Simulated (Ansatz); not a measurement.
The system is MgTe.

```xyz
2
Lattice="0.0000 3.2320 3.2320 3.2320 0.0000 3.2320 3.2320 3.2320 0.0000" Properties=species:S:1:pos:R:3 pbc="T T T"
Te    1.6160    1.6160    1.6160
Mg    0.0000    0.0000    0.0000
```

The cell comes from a database or a generator and needn't be the stable form of this composition.

Program: Ansatz 0.2.0. Alike in all runs: potentials or basis Ansatz PAW; cell as given.

Problem. Order these runs on this cell by their band gap on the k mesh, lowest first.
A. level PBE; spin off; k mesh 7 × 7 × 7; cutoff (eV) 420; smearing gaussian 0.012 eV
B. level r2SCAN; spin off; k mesh 7 × 7 × 7; cutoff (eV) 500; smearing fermi-dirac 0.05 eV; points for each segment of the path 14
C. level LDA; spin SOC, no magnetisation; k mesh 5 × 5 × 5; cutoff (eV) 420; smearing fermi-dirac 0.05 eV; points for each segment of the path 14

Solution. C (1.91 eV), A (2.42 eV), B (3.11 eV).

Caveats: spin-orbit coupling is left out, which moves the levels of the heavy elements (some runs); odd divisions of the mesh miss points on the zone boundary, where band edges often lie, so the gap on the mesh can be too wide (some runs).

